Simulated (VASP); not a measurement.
The system is Sb.

```
CELL_PARAMETERS angstrom
3.16000 0.00000 0.00000
0.00000 3.16000 0.00000
0.00000 0.00000 3.16000
ATOMIC_POSITIONS crystal
Sb 0.00000 0.00000 0.00000
```

This isn't the form of Sb at room conditions, which is rhombohedral.

```yaml
Program: VASP 6.6.1
Task: single point
Functional: PBE
Potentials_or_basis: VASP PAW PBE potentials, release 64 (Sb)
Cutoff: 520 eV
k_mesh: 8 × 8 × 8
Occupations: fermi-dirac, width 0.05 eV
Spin: no spin polarisation
```

On this cell: pressure -2.3 GPa; band gap on the k mesh none (metal or under the smearing width).

The same run follows on a disturbed copy (cell strained at random at fixed volume):

```
CELL_PARAMETERS angstrom
3.18307 -0.00916 -0.07927
-0.00916 3.13721 -0.05653
-0.07927 -0.05653 3.16292
ATOMIC_POSITIONS crystal
Sb 0.00350 0.00307 0.97826
```

**Question.** What changes?

**Answer.** The energy (extrapolated to zero smearing) moves by +1.4 meV/atom; pressure -2.4 GPa; band gap on the k mesh none (metal or under the smearing width).

Stress tensor (GPa, compression positive):
```
-3.12 -0.11  0.50
-0.11 -1.35  0.08
 0.50  0.08 -2.63
```
